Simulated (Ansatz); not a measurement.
## RbBr: relaxation of cell and atoms with PBE

RbBr:

```
Rb Br
1.0
     4.12608    0.00000    0.00000
     0.00000    4.12608    0.00000
     0.00000    0.00000    4.12608
Rb Br
1 1
Direct
  0.00000 0.00000 0.00000
  0.50000 0.50000 0.50000
```

The cell comes from a database or a generator and needn't be the stable form of this composition.

- Program: Ansatz 0.2.0
- Task: relaxation of cell and atoms
- Functional: PBE
- Potentials or basis: Ansatz PAW
- Cutoff: 420 eV (not typed: the program's choice for these potentials)
- k mesh: 7 × 7 × 7
- Occupations: fermi-dirac, width 0.05 eV
- Spin: no spin polarisation

| Quantity | Value |
| --- | --- |
| Relaxed volume | 36.86 Å³/atom |
| Relaxed cell | a = 4.193 Å, b = 4.193 Å, c = 4.193 Å, α = 90.00°, β = 90.00°, γ = 90.00° |
| Space group after relaxing (to 0.05 Å) | Pm-3m (No. 221) |
| Energy gained by relaxing | 4.4 meV/atom |
| Ionic steps | 4 |
| Pressure after relaxing | 0.0 GPa |
| Band gap on the k mesh | 3.95 eV, indirect (least direct gap 4.08 eV) |

Step by step:
```tsv
step	energy change (eV)	largest force (eV/Å)	volume (Å³)
1	0.0000	0.0000	70.24
2	-0.0056	0.0000	71.69
3	-0.0086	0.0000	73.71
4	-0.0087	0.0000	73.71
```

Final structure:
```
Rb Br
1.0
     4.19287    0.00000    0.00000
     0.00000    4.19287    0.00000
     0.00000    0.00000    4.19287
Rb Br
1 1
Direct
  0.00000 0.00000 0.00000
  0.50000 0.50000 0.50000
```

Levels at points of the mesh, in eV from the valence-band top:
```tsv
k point	band 4	band 5	band 6	band 7	band 8	band 9	band 10	band 11	band 12
(0.00, 0.00, 0.00)	-9.15	-9.15	-0.13	-0.13	-0.13	3.95	5.65	5.65	9.82
```

Run time: 2.6 s on 2 threads of Arm Neoverse V2, with other jobs on the host, peak memory 0.31 GiB.

Caveat: odd divisions of the mesh miss points on the zone boundary, where band edges often lie, so the gap on the mesh can be too wide; the plane-wave basis is chosen anew once the cell has moved, so the energies of steps on either side of that aren't comparable. As with any semilocal functional, this PBE gap is likely too small.
